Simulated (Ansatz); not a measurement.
PbO: what symmetry allows forces and stress to be

```yaml
crystal:
  lattice:
    - [3.93291, 0.00882, 0.00000]
    - [0.00882, 3.82997, 0.00000]
    - [0.00000, 0.00000, 4.79832]
  atoms:
    - { symbol: Pb, position: [0.00000, 0.50000, 0.17320] }
    - { symbol: Pb, position: [0.50000, 0.00000, 0.82141] }
    - { symbol: O, position: [0.00000, 0.00000, 0.04060] }
    - { symbol: O, position: [0.50000, 0.50000, 0.96480] }
```

Computed with Ansatz 0.2.0, DFT PBEsol, scalar-relativistic, plane waves, PAW.

Plane waves to 420 eV, a k mesh through Γ of 8×8×6 on the computed 4-atom cell and Gaussian smearing (0.02 eV); no spin polarisation.

This distorted cell has space group P2, with 2 operations.

Question: Without a calculation: in which directions can each atom feel a force?

Answer: A force must be left unchanged by every operation that keeps its atom in place, so it lies in the space that those operations leave fixed. Atoms that the group maps onto each other feel forces of one size.
| atom | site symmetry | operations at the site | equivalent to atom | allowed force (Cartesian) |
| --- | --- | --- | --- | --- |
| Pb1 | 2 | 2 | 1 | along (0.00, 0.00, 1.00) |
| Pb2 | 2 | 2 | 2 | along (0.00, 0.00, 1.00) |
| O3 | 2 | 2 | 3 | along (0.00, 0.00, 1.00) |
| O4 | 2 | 2 | 4 | along (0.00, 0.00, 1.00) |

That leaves 4 independent force components of 12, tied by 1 condition that the forces sum to zero, so 3 remain. A relaxation in this cell that keeps the symmetry moves the atoms in these directions alone.

Question: And the stress tensor?

Answer: It must be invariant under the point group, which leaves 4 independent components: yz, xz vanish.

Question: Do the computed values obey this?

Answer: Yes. Forces (eV/Å):
```
Pb1  0.000  0.000  7.489
Pb2  0.000  0.000 -7.034
O3   0.000  0.000 -2.705
O4   0.000  0.000  2.250
```

Stress (GPa, compression positive, xx yy zz yz xz xy): 24.21 71.22 23.32 0.00 0.00 -0.18. The program imposes the same operations on density, forces and stress, so this confirms the analysis and is no independent test of the calculation.

Spin–orbit coupling is left out, which can shift energies with elements as heavy as these. The cell holds layers, and where no dispersion correction was added their binding is poorly described.